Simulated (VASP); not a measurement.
A VASP 6.6.1 single-point calculation on SiO2

INCAR

```
LWAVE = .FALSE.
NELM = 94
EDIFF = 1E-7
PREC = Accurate
ENCUT = 250
NBANDS = 25
ISMEAR = -1
ISIF = 2
LASPH = .TRUE.
LREAL = .FALSE.
NSW = 0
LCHARG = .FALSE.
SIGMA = 0.02
GGA = PE
IBRION = -1
```

KPOINTS

```
KPOINTS created by Atomic Simulation Environment
0
Monkhorst-Pack
6 6 10
0 0 0
```

POSCAR

```
Si O
 1.0000000000000000
     4.1851887985999996    0.0000000000000000    0.0000000000000000
     0.0000000000000000    4.1851887985999996    0.0000000000000000
     0.0000000000000000    0.0000000000000000    2.6421514920000000
 Si  O
   2   4
Cartesian
  0.0000000000000000  0.0000000000000000  0.0000000000000000
  2.0925943992999998  2.0925943992999998  1.3210757460000000
  1.2810905141069575  1.2810905141069575  0.0000000000000000
  0.8115038851930421  3.3736849134069575  1.3210757460000000
  3.3736849134069575  0.8115038851930421  1.3210757460000000
  2.9040982844930419  2.9040982844930419  0.0000000000000000
```

The recommended PBE PAW datasets give the neutral cell 32 valence electrons.

Command

```
mpirun -np 1 vasp_std
```

OSZICAR

```
N       E                     dE             d eps       ncg     rms          rms(c)
DAV:   1     0.641203440947E+02    0.64120E+02   -0.11367E+04  1572   0.689E+02
DAV:   2    -0.467010445519E+02   -0.11082E+03   -0.10775E+03  1864   0.199E+02
DAV:   3    -0.501309786742E+02   -0.34299E+01   -0.34173E+01  1957   0.342E+01
DAV:   4    -0.501472887783E+02   -0.16310E-01   -0.16304E-01  1744   0.260E+00
DAV:   5    -0.501474188012E+02   -0.13002E-03   -0.13000E-03  1973   0.203E-01    0.176E+01
DAV:   6    -0.481614394489E+02    0.19860E+01   -0.36481E+00  1903   0.117E+01    0.954E+00
DAV:   7    -0.480337433142E+02    0.12770E+00   -0.43416E-01  1968   0.384E+00    0.301E+00
DAV:   8    -0.480188786593E+02    0.14865E-01   -0.28175E-02  1840   0.110E+00    0.834E-01
DAV:   9    -0.480185667008E+02    0.31196E-03   -0.18943E-03  1968   0.316E-01    0.322E-01
DAV:  10    -0.480186000580E+02   -0.33357E-04   -0.16052E-04  1776   0.894E-02    0.221E-02
DAV:  11    -0.480186029506E+02   -0.28926E-05   -0.14331E-05  2024   0.230E-02    0.187E-02
DAV:  12    -0.480186031261E+02   -0.17548E-06   -0.21233E-06  1936   0.105E-02    0.186E-03
DAV:  13    -0.480186031708E+02   -0.44748E-07   -0.10437E-07  1360   0.222E-03
   1 F= -.48018603E+02 E0= -.48018603E+02  d E =-.100943E-10
```

Standard output (part)

```
POSCAR found type information on POSCAR SiO
 POSCAR found :  2 types and       6 ions
 LDA part: xc-table for (Slater+PW92), standard interpolation
 POSCAR, INCAR and KPOINTS ok, starting setup
 WAVECAR not read
 entering main loop
```

From OUTCAR

```
k-points           NKPTS =     30   k-points in BZ     NKDIM =     30   number of bands    NBANDS=     25

   NELECT =      32.0000    total number of electrons

   dimension x,y,z NGX =    24 NGY =   24 NGZ =   14
   dimension x,y,z NGXF=    48 NGYF=   48 NGZF=   28

  energy-cutoff  :      250.00
  volume of cell :       46.28
      direct lattice vectors                 reciprocal lattice vectors
     4.185188799  0.000000000  0.000000000     0.238937847  0.000000000  0.000000000
     0.000000000  4.185188799  0.000000000     0.000000000  0.238937847  0.000000000
     0.000000000  0.000000000  2.642151492     0.000000000  0.000000000  0.378479434

 k-points in reciprocal lattice and weights: KPOINTS created by Atomic Simulation Env
   0.08333333  0.08333333  0.05000000       0.022
   0.25000000  0.08333333  0.05000000       0.044
   0.41666667  0.08333333  0.05000000       0.044
   0.25000000  0.25000000  0.05000000       0.022
   0.41666667  0.25000000  0.05000000       0.044
   0.41666667  0.41666667  0.05000000       0.022
   0.08333333  0.08333333  0.15000000       0.022
   0.25000000  0.08333333  0.15000000       0.044
   ...

 E-fermi :   8.5139

 k-point     1 :       0.0833    0.0833    0.0500
  band No.  band energies     occupation
      1     -14.5625      2.00000
      2     -11.4947      2.00000
      3     -11.1610      2.00000
      4     -10.6600      2.00000
      5      -2.6894      2.00000
      6       1.3299      2.00000
      7       1.5950      2.00000
      8       2.1662      2.00000
      9       2.7776      2.00000
     10       3.3192      2.00000
     11       4.7949      2.00000
     12       4.8648      2.00000
     13       5.5763      2.00000
     14       7.0661      2.00000
     15       7.2356      2.00000
     16       8.0859      2.00000
     17      14.1358      0.00000
     18      15.5906      0.00000
     19      16.9827      0.00000
     20      17.2109      0.00000
     21      19.6359      0.00000
     22      20.6454      0.00000
     23      22.3548      0.00000
     24      22.6081      0.00000
     25      24.4248      0.00000

 k-point     2 :       0.2500    0.0833    0.0500
  band No.  band energies     occupation
      1     -14.2726      2.00000
      2     -12.1912      2.00000
      3     -11.0528      2.00000
      4     -10.4929      2.00000
      5      -2.2872      2.00000
      6       0.3897      2.00000
      7       1.8707      2.00000
      8       2.7984      2.00000
      9       3.1401      2.00000
     10       3.8833      2.00000
     11       4.5439      2.00000
     12       5.0441      2.00000
     13       5.5627      2.00000
     14       6.2343      2.00000
     15       7.1686      2.00000
     16       7.7452      2.00000
     17      14.9345      0.00000
     18      16.0210      0.00000
     19      17.0746      0.00000
     20      17.5277      0.00000
     21      20.1952      0.00000
     22      20.6848      0.00000
     23      21.3325      0.00000
     24      22.2179      0.00000
     25      23.7345      0.00000

 ...

  Total      -37.5466292    -37.5466292    -32.4396143      0.0000000      0.0000000      0.0000000
  in kB    -1299.8514184  -1299.8514184  -1123.0483144      0.0000000      0.0000000      0.0000000
  external PRESSURE =   -1240.9170504 kB  Pullay stress =       0.0000000 kB

 POSITION                                       TOTAL-FORCE (eV/Angst)
 -----------------------------------------------------------------------------------
      0.00000      0.00000      0.00000         0.000000      0.000000     -0.000000
      2.09259      2.09259      1.32108         0.000000      0.000000     -0.000000
      1.28109      1.28109      0.00000        -0.014665     -0.014665      0.000000
      0.81150      3.37368      1.32108         0.014665     -0.014665      0.000000
      3.37368      0.81150      1.32108        -0.014665      0.014665     -0.000000
      2.90410      2.90410      0.00000         0.014665      0.014665     -0.000000
 -----------------------------------------------------------------------------------
    total drift:                                0.000000      0.000000      0.000000

  FREE ENERGIE OF THE ION-ELECTRON SYSTEM (eV)
  ---------------------------------------------------
  free  energy   TOTEN  =       -48.0186031708 eV

  energy  without entropy=      -48.0186031708  energy(sigma->0) =      -48.01860317
```

It converged. Results: gap between bands v and c on the k mesh 6.05 eV; least direct gap on the k mesh 6.05 eV; pressure -124.1 GPa; largest force 0.02 eV/Å. Band v is the last that the valence electrons fill when counted band by band, and c is the next.

These settings aren't sound, so the numbers aren't properties of the crystal. The shifted mesh misses Γ, so a band edge there is missed.

On sound settings PBE gives a gap of 5.76 eV on its mesh and a pressure of 13.8 GPa for the intended cell.

The run took about 9.3 s on one core of a shared host (Intel Xeon Platinum 8488C) and held 0.12 GiB at most.
